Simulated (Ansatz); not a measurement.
## How far is PAW off for Mg?

```yaml
crystal:
  lattice:
    - [0.00000, 2.24426, 2.19937]
    - [2.24426, 0.00000, 2.19937]
    - [2.24426, 2.24426, 0.00000]
  atoms:
    - { symbol: Mg, position: [0.00000, 0.00000, 0.00000] }
```

The cell is the one relaxed in the Materials Project (mp-1056702), not relaxed further here; entries there can be hypothetical. The listed cell was then made from it by scaling, straining or moving an atom.

All numbers are computed: DFT, PBE, PAW with Ansatz's default frozen-core files, scalar-relativistic (Ansatz 0.2.0); DFT, PBE, all-electron LAPW, scalar-relativistic (Ansatz 0.2.0).

For PAW: a Γ-centred 16×16×16 k mesh, Fermi–Dirac smearing of 0.03 eV, cutoff 420 eV, no spin polarisation. LAPW targets a basis error of 1 meV/atom. The Ansatz runs share mesh, smearing and spin set-up. Plane-wave (PAW) pressures include the program's estimate of the Pulay term.

Stress and pressure are positive in compression.

PAW results:

```tsv
quantity	PAW
pressure (GPa)	1.64
stress xx (GPa)	1.74
stress zz (GPa)	1.43
```

**Question.** What does LAPW (all electrons) give for the same quantities?

**Answer.** 
```tsv
quantity	LAPW
pressure (GPa)	1.61
stress xx (GPa)	1.72
stress zz (GPa)	1.41
```
